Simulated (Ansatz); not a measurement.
# HgTe: stiffness from a series of strains

```yaml
crystal:
  lattice:
    - [0.00000, 2.92150, 2.92150]
    - [2.92150, 0.00000, 2.92150]
    - [2.92150, 2.92150, 0.00000]
  atoms:
    - { symbol: Hg, position: [0.00000, 0.00000, 0.00000] }
    - { symbol: Te, position: [0.50000, 0.50000, 0.50000] }
```

Atom numbers follow the list: Hg1, Te2.

Conventional cell: a = 5.843 Å, b = 5.843 Å, c = 5.843 Å, α = 90.00°, β = 90.00°, γ = 90.00°. Around Hg (atom 1) lie 6 Te at 2.92 Å. Te (atom 2) is surrounded by 6 Hg at 2.92 Å.

The cell is COD entry 1538296, as deposited and not checked against the literature; nothing was relaxed.

No spin–orbit coupling, which matters for the heavy atoms here.

Method: DFT, LDA, all-electron LAPW, scalar-relativistic (Ansatz 0.2.0).

Numerical set-up: a Γ-centred 10×10×10 k mesh, Fermi–Dirac smearing of 0.08 eV, basis error target 1 meV/atom, no spin polarisation.

The strain is applied along the Cartesian axes of the cell as listed (the other components stay zero). Fractional coordinates are held (clamped ions).

σ is the change of stress from the unstrained cell, which is at 3.85 GPa; tension is positive, so slopes are stress–strain coefficients at that pressure. In a metal the k mesh adds noise.

Only quantities that a quadratic follows smoothly over the whole series are listed; rougher ones are left out.

| εzz | σzz (GPa) | σxx (GPa) |
| --- | --- | --- |
| -0.0300 | -6.17 | -1.47 |
| -0.0200 | -3.89 | -0.93 |
| 0.0000 | 0.00 | 0.00 |
| 0.0100 | 1.60 | 0.42 |
| 0.0200 | 2.98 | 0.83 |
| 0.0300 | 4.13 | 1.24 |

Problem. Fit the series and read off the stiffness at zero strain.

Solution. Least-squares fits y = p0 + p1 x + p2 x² to the rows give σzz (GPa): p1 = 172, p2 = -1100; σxx (GPa): p1 = 44.8, p2 = -120. So C11 = 172 GPa and C12 = 45 GPa, which gives B = (C11 + 2 C12)/3 = 87 GPa.

Problem. One run, at εzz = -0.0100, is withheld. Predict its row.

Solution. The fits give -1.83, -0.47; the run gave -1.83, -0.45.
